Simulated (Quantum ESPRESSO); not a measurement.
# KCl (Sylvite) (Fm-3m) in Quantum ESPRESSO: notebook

Runs on KCl (Sylvite). Level: LDA. Tasks: phonons.

Program: Quantum ESPRESSO 7.5. These are calculated values, not measurements. Logs are shortened: lines on timing, memory, paths and dates and some standing lists are left out, and cuts for length are marked.

**Experimental background.**

A printed reference work, textbook reports, for a bulk crystal of KCl at 80 K: high-frequency dielectric constant 2.19.

The results are compared with them further down.

**1. The crystal as given**

It takes space group Fm-3m (No. 225, cubic). The conventional cell has a = 6.293 Å, b = 6.293 Å, c = 6.293 Å, α = 90.00°, β = 90.00°, γ = 90.00°. Around K (site symmetry m-3m) lie 6 Cl at 3.15 Å. Around Cl (site symmetry m-3m) lie 6 K at 3.15 Å.

**2. Phonons, LDA**

Input file pw.in:

```
&CONTROL
  calculation = 'scf'
  prefix = 'pwscf'
  outdir = './tmp'
  pseudo_dir = './pseudo'
  tprnfor = .true.
  tstress = .true.
  disk_io = 'low'
/
&SYSTEM
  ibrav = 0
  nat = 2
  ntyp = 2
  ecutwfc = 72
  nbnd = 14
  occupations = 'smearing'
  smearing = 'fd'
  degauss = 0.00367493
/
&ELECTRONS
  conv_thr = 4d-10
  electron_maxstep = 120
  mixing_beta = 0.5
/
ATOMIC_SPECIES
K     39.0983 K.upf
Cl    35.4500 Cl.upf
CELL_PARAMETERS angstrom
   0.0000000000    3.1464700000    3.1464700000
   3.1464700000    0.0000000000    3.1464700000
   3.1464700000    3.1464700000    0.0000000000
ATOMIC_POSITIONS crystal
K      0.0000000000    0.0000000000    0.0000000000
Cl     0.5000000000    0.5000000000    0.5000000000
K_POINTS automatic
4 4 4 1 1 1
```

Input file relax.in:

```
&CONTROL
  calculation = 'vc-relax'
  prefix = 'pwscf'
  outdir = './tmp'
  pseudo_dir = './pseudo'
  tprnfor = .true.
  tstress = .true.
  disk_io = 'low'
  nstep = 40
  forc_conv_thr = 0.0001
  etot_conv_thr = 1d-06
/
&SYSTEM
  ibrav = 0
  nat = 2
  ntyp = 2
  ecutwfc = 72
  nbnd = 14
  occupations = 'smearing'
  smearing = 'fd'
  degauss = 0.00367493
/
&ELECTRONS
  conv_thr = 4d-10
  electron_maxstep = 120
  mixing_beta = 0.5
/
&IONS
  ion_dynamics = 'bfgs'
/
&CELL
  cell_dynamics = 'bfgs'
  press = 0
  press_conv_thr = 0.2
/
ATOMIC_SPECIES
K     39.0983 K.upf
Cl    35.4500 Cl.upf
CELL_PARAMETERS angstrom
   0.0000000000    3.1464700000    3.1464700000
   3.1464700000    0.0000000000    3.1464700000
   3.1464700000    3.1464700000    0.0000000000
ATOMIC_POSITIONS crystal
K      0.0000000000    0.0000000000    0.0000000000
Cl     0.5000000000    0.5000000000    0.5000000000
K_POINTS automatic
4 4 4 1 1 1
```

Input file scf2.in:

```
&CONTROL
  calculation = 'scf'
  prefix = 'pwscf'
  outdir = './tmp'
  pseudo_dir = './pseudo'
  tprnfor = .true.
  tstress = .true.
  disk_io = 'low'
/
&SYSTEM
  ibrav = 0
  nat = 2
  ntyp = 2
  ecutwfc = 72
  nbnd = 14
  occupations = 'fixed'
/
&ELECTRONS
  conv_thr = 1d-13
  electron_maxstep = 120
  mixing_beta = 0.5
  startingpot = 'file'
  startingwfc = 'file'
/
ATOMIC_SPECIES
K     39.0983 K.upf
Cl    35.4500 Cl.upf
CELL_PARAMETERS angstrom
   0.0000000000    3.0374631762    3.0374631762
   3.0374631762    0.0000000000    3.0374631762
   3.0374631762    3.0374631762    0.0000000000
ATOMIC_POSITIONS crystal
K      0.0000000000    0.0000000000    0.0000000000
Cl     0.5000000000    0.5000000000    0.5000000000
K_POINTS automatic
4 4 4 1 1 1
```

Input file ph.in:

```
phonons of KCl
&INPUTPH
  prefix = 'pwscf'
  outdir = './tmp'
  tr2_ph = 1d-18
  fildyn = 'dyn'
  niter_ph = 90
  alpha_mix(1) = 0.7
  epsil = .true.
/
0.0000000000 0.0000000000 0.0000000000
```

Input file dynmat.in:

```
&INPUT
  fildyn = 'dyn'
  asr = 'crystal'
  lperm = .true.
  filout = 'dynmat.disp'
  fileig = 'dynmat.eig'
/
```

Input file dynmat_lo.in:

```
&INPUT
  fildyn = 'dyn'
  asr = 'crystal'
  filout = 'dynmat_lo.disp'
  fileig = 'dynmat_lo.eig'
  q(1) = 0
  q(2) = 0
  q(3) = 1
/
```

Potentials or basis: PseudoDojo 0.4.1 SR LDA standard.

On the command line:

```sh
OMP_NUM_THREADS=1 pw.x -in pw.in > pw.out
OMP_NUM_THREADS=1 pw.x -in relax.in > relax.out
OMP_NUM_THREADS=1 pw.x -in scf2.in > scf2.out
OMP_NUM_THREADS=1 ph.x -in ph.in > ph.out
OMP_NUM_THREADS=1 dynmat.x -in dynmat.in > dynmat.out
OMP_NUM_THREADS=1 dynmat.x -in dynmat_lo.in > dynmat_lo.out
```

pw.out:

```text
This program is part of the open-source Quantum ESPRESSO suite
     for quantum simulation of materials; please cite
[... 9 lines left out ...]
     --------------------
     sticks:   dense  smooth     PW     G-vecs:    dense   smooth      PW
     Sum        1393    1393    421                34621    34621    5521

     Using Slab Decomposition

     bravais-lattice index     =            0
     lattice parameter (alat)  =       8.4089  a.u.
     unit-cell volume          =     420.4336 (a.u.)^3
     number of atoms/cell      =            2
     number of atomic types    =            2
     number of electrons       =        16.00
     number of Kohn-Sham states=           14
     kinetic-energy cutoff     =      72.0000  Ry
     charge density cutoff     =     288.0000  Ry
     scf convergence threshold =      4.0E-10
     mixing beta               =       0.5000
     number of iterations used =            8  plain     mixing
     Exchange-correlation= SLA  PW   NOGX NOGC
                           (   1   4   0   0   0   0   0)

     celldm(1)=   8.408867  celldm(2)=   0.000000  celldm(3)=   0.000000
     celldm(4)=   0.000000  celldm(5)=   0.000000  celldm(6)=   0.000000

[... 8 lines left out ...]
               b(3) = (  0.707107  0.707107 -0.707107 )

     PseudoPot. # 1 for K  read from file:
     K.upf
     Pseudo is Norm-conserving + core correction, Zval =  9.0
     Generated using ONCVPSP code by D. R. Hamann
     Using radial grid of 2170 points,  6 beta functions with:
                l(1) =   0
                l(2) =   0
                l(3) =   1
                l(4) =   1
                l(5) =   2
                l(6) =   2

     PseudoPot. # 2 for Cl read from file:
     Cl.upf
     Pseudo is Norm-conserving + core correction, Zval =  7.0
     Generated using ONCVPSP code by D. R. Hamann
     Using radial grid of 1016 points,  6 beta functions with:
                l(1) =   0
                l(2) =   0
                l(3) =   1
                l(4) =   1
                l(5) =   2
                l(6) =   2

     atomic species   valence    mass     pseudopotential
     K                 9.00    39.09830     K ( 1.00)
     Cl                7.00    35.45000     Cl( 1.00)

     48 Sym. Ops., with inversion, found

   Cartesian axes

     site n.     atom                  positions (alat units)
         1        K      tau(   1) = (   0.0000000   0.0000000   0.0000000  )
         2        Cl     tau(   2) = (   0.7071068   0.7071068   0.7071068  )

     number of k points=    10  Fermi-Dirac smearing, width (Ry)=  0.0037
                       cart. coord. in units 2pi/alat
        k(    1) = (   0.0883883   0.0883883   0.0883883), wk =   0.0625000
        k(    2) = (   0.2651650   0.2651650  -0.0883883), wk =   0.1875000
        k(    3) = (  -0.2651650  -0.2651650   0.4419417), wk =   0.1875000
        k(    4) = (  -0.0883883  -0.0883883   0.2651650), wk =   0.1875000
        k(    5) = (   0.4419417   0.0883883   0.0883883), wk =   0.1875000
        k(    6) = (  -0.0883883  -0.4419417   0.6187184), wk =   0.3750000
        k(    7) = (   0.0883883  -0.2651650   0.4419417), wk =   0.3750000
        k(    8) = (  -0.6187184   0.0883883   0.0883883), wk =   0.1875000
        k(    9) = (   0.2651650   0.2651650   0.2651650), wk =   0.0625000
        k(   10) = (  -0.2651650  -0.2651650   0.7954951), wk =   0.1875000

     Dense  grid:    34621 G-vectors     FFT dimensions: (  45,  45,  45)

     Initial potential from superposition of free atoms

     starting charge      15.9839, renormalised to      16.0000
     Starting wfcs are    9 randomized atomic wfcs +    5 random wfcs

     Self-consistent Calculation

     iteration #  1     ecut=    72.00 Ry     beta= 0.50
     Davidson diagonalization with overlap
     ethr =  1.00E-02,  avg # of iterations =  7.1

     Threshold (ethr) on eigenvalues was too large:
     Diagonalizing with lowered threshold

     Davidson diagonalization with overlap
     ethr =  3.99E-04,  avg # of iterations =  4.0

     total energy              =     -92.91584816 Ry
     estimated scf accuracy    <       0.06163693 Ry

     iteration #  2     ecut=    72.00 Ry     beta= 0.50
     Davidson diagonalization with overlap
     ethr =  3.85E-04,  avg # of iterations =  2.9

     total energy              =     -92.92971017 Ry
     estimated scf accuracy    <       0.00395198 Ry

     iteration #  3     ecut=    72.00 Ry     beta= 0.50
     Davidson diagonalization with overlap
     ethr =  2.47E-05,  avg # of iterations =  6.5

     total energy              =     -92.93006617 Ry
     estimated scf accuracy    <       0.00071390 Ry

     iteration #  4     ecut=    72.00 Ry     beta= 0.50
     Davidson diagonalization with overlap
     ethr =  4.46E-06,  avg # of iterations =  4.3

     total energy              =     -92.93009712 Ry
     estimated scf accuracy    <       0.00000580 Ry

     iteration #  5     ecut=    72.00 Ry     beta= 0.50
     Davidson diagonalization with overlap
     ethr =  3.63E-08,  avg # of iterations =  3.2

     total energy              =     -92.93009957 Ry
     estimated scf accuracy    <       0.00000039 Ry

     iteration #  6     ecut=    72.00 Ry     beta= 0.50
     Davidson diagonalization with overlap
     ethr =  2.45E-09,  avg # of iterations =  2.5

     total energy              =     -92.93009963 Ry
     estimated scf accuracy    <       0.00000008 Ry

     iteration #  7     ecut=    72.00 Ry     beta= 0.50
     Davidson diagonalization with overlap
     ethr =  4.97E-10,  avg # of iterations =  2.0

     End of self-consistent calculation

          k = 0.0884 0.0884 0.0884 (  4357 PWs)   bands (ev):

   -26.2393 -11.4418  -9.8984  -9.8984  -9.8578   0.4299   0.5845   0.5845
     5.7719   8.5809   8.9125   8.9125   9.8419   9.8419

          k = 0.2652 0.2652-0.0884 (  4335 PWs)   bands (ev):

   -26.2327 -11.5269  -9.9290  -9.8996  -9.7375  -0.1522   0.3738   0.4141
     7.1806   8.3433   9.6433  10.2253  10.4303  11.0778

          k =-0.2652-0.2652 0.4419 (  4344 PWs)   bands (ev):

   -26.2288 -11.5634  -9.9244  -9.9147  -9.6953  -0.3933   0.2596   0.3091
     7.8880   8.7370  10.6293  11.0064  11.1337  11.5685

          k =-0.0884-0.0884 0.2652 (  4350 PWs)   bands (ev):

   -26.2355 -11.4828  -9.9135  -9.9096  -9.7950   0.0597   0.4859   0.5130
     6.5533   8.0530   9.5789   9.6748  10.0744  10.5608

          k = 0.4419 0.0884 0.0884 (  4334 PWs)   bands (ev):

   -26.2301 -11.4522  -9.9398  -9.9350  -9.8351  -0.1346   0.3853   0.4323
     7.3963   7.6310  10.4398  10.7913  10.9199  10.9535

          k =-0.0884-0.4419 0.6187 (  4333 PWs)   bands (ev):

   -26.2263 -11.4239 -10.0016  -9.9669  -9.8140  -0.0434   0.1557   0.2813
     7.8012   8.8157   9.7693  10.4933  11.5308  11.7695

          k = 0.0884-0.2652 0.4419 (  4340 PWs)   bands (ev):

   -26.2289 -11.5053  -9.9546  -9.9227  -9.7541  -0.2284   0.2755   0.3265
     7.8826   8.2338  10.3462  10.6192  11.0055  11.4635

          k =-0.6187 0.0884 0.0884 (  4325 PWs)   bands (ev):

   -26.2264 -11.3570 -10.0202  -9.9504  -9.9165  -0.0598   0.3093   0.3875
     7.0642   8.6308  10.1388  10.7616  11.0130  11.8737

          k = 0.2652 0.2652 0.2652 (  4326 PWs)   bands (ev):

   -26.2310 -11.5752  -9.9057  -9.9057  -9.6854  -0.3559   0.3404   0.3404
     7.5135   8.6651  10.2945  10.2945  11.1846  11.1846

          k =-0.2652-0.2652 0.7955 (  4343 PWs)   bands (ev):

   -26.2273 -11.4949  -9.9825  -9.9213  -9.7563  -0.2138   0.1768   0.2974
     8.0636   8.7762  10.1197  10.6153  10.8853  12.0437

     the Fermi energy is     2.7229 ev

!    total energy              =     -92.93009965 Ry
     estimated scf accuracy    <          3.2E-10 Ry
     smearing contrib. (-TS)   =       0.00000000 Ry
     internal energy E=F+TS    =     -92.93009965 Ry

     The total energy is F=E-TS. E is the sum of the following terms:
     one-electron contribution =     -29.58300882 Ry
     hartree contribution      =      19.72538334 Ry
     xc contribution           =     -21.40559412 Ry
     ewald contribution        =     -61.66688004 Ry

     convergence has been achieved in   7 iterations

     Forces acting on atoms (cartesian axes, Ry/au):

     atom    1 type  1   force =    -0.00000000    0.00000000   -0.00000000
     atom    2 type  2   force =     0.00000000    0.00000000   -0.00000000

     Total force =     0.000000     Total SCF correction =     0.000000

     Computing stress (Cartesian axis) and pressure

          total   stress  (Ry/bohr**3)                   (kbar)     P=      -19.75
  -0.00013425   0.00000000  -0.00000000          -19.75        0.00       -0.00
   0.00000000  -0.00013425  -0.00000000            0.00      -19.75       -0.00
  -0.00000000  -0.00000000  -0.00013425           -0.00       -0.00      -19.75

=------------------------------------------------------------------------------=
   JOB DONE.
=------------------------------------------------------------------------------=
```

Run time: 4.4 min. Hardware: 1 thread of Arm Neoverse V1, shared host; peak memory 0.09 GiB.

Results:

```yaml
Free_energy: -1264.4212 eV
Relaxed_volume: 28.02 Å³/atom
Relaxed_cell: a = 4.296 Å, b = 4.296 Å, c = 4.296 Å, α = 60.00°, β = 60.00°, γ = 60.00°
Space_group_after_relaxing_to_0.05_Å: Fm-3m (No. 225)
Pressure_after_relaxing: 0.0 GPa
Electronic_dielectric_tensor_diagonal: 2.51
Born_charges_mean_of_the_diagonal: K +1.11; Cl -1.11 e
Highest_phonon_frequency_at_Γ_LO-TO_splitting_left_out: 162 cm⁻¹
Static_dielectric_tensor_diagonal: 4.74
```

Step by step:
```tsv
step	energy change (eV)	largest force (eV/Å)	pressure (GPa)	volume (Å³)
1	0.0000	0.0000	-1.97	62.30
2	-0.0074	0.0000	-1.83	61.68
3	-0.0174	0.0000	-1.60	60.75
4	-0.0295	0.0000	-1.21	59.37
5	-0.0407	0.0000	-0.52	57.34
6	-0.0428	0.0000	0.07	55.89
7	-0.0428	0.0000	0.00	56.06
8	-0.0428	0.0000	0.00	56.05
```

Final structure:
```
CELL_PARAMETERS angstrom
0.00000 3.03746 3.03746
3.03746 0.00000 3.03746
3.03746 3.03746 0.00000
ATOMIC_POSITIONS crystal
K 0.00000 0.00000 0.00000
Cl 0.50000 0.50000 0.50000
```

Phonon frequencies in cm⁻¹ (negative: imaginary):
```csv
q point,frequencies
"(0.000, 0.000, 0.000)",-1 -1 -1 162 162 162
```

Electronic dielectric tensor:
```
2.51 0.00 0.00
0.00 2.51 0.00
0.00 0.00 2.51
```

Born effective charge tensors (e):
atom 1, K
```
1.11 0.00 0.00
0.00 1.11 0.00
0.00 0.00 1.11
```
atom 2, Cl
```
-1.11  0.00  0.00
 0.00 -1.11  0.00
 0.00  0.00 -1.11
```

Optical modes at Γ, degenerate ones joined, polar ones without the macroscopic field:
| cm⁻¹ | components | symmetry | active in | IR intensity, summed ((D/Å)²/amu) |
| --- | --- | --- | --- | --- |
| 162 | 3 | T1u | IR | 4.58 |

Zone-centre frequencies without and with the macroscopic field along z (cm⁻¹):
|  | optical modes in rising order |
| --- | --- |
| without | 162 162 162 |
| with the field | 162 162 222 |

Static dielectric tensor, electrons and zone-centre modes:
```
4.74 0.00 0.00
0.00 4.74 0.00
0.00 0.00 4.74
```

(Continued in part 2 of 3.)
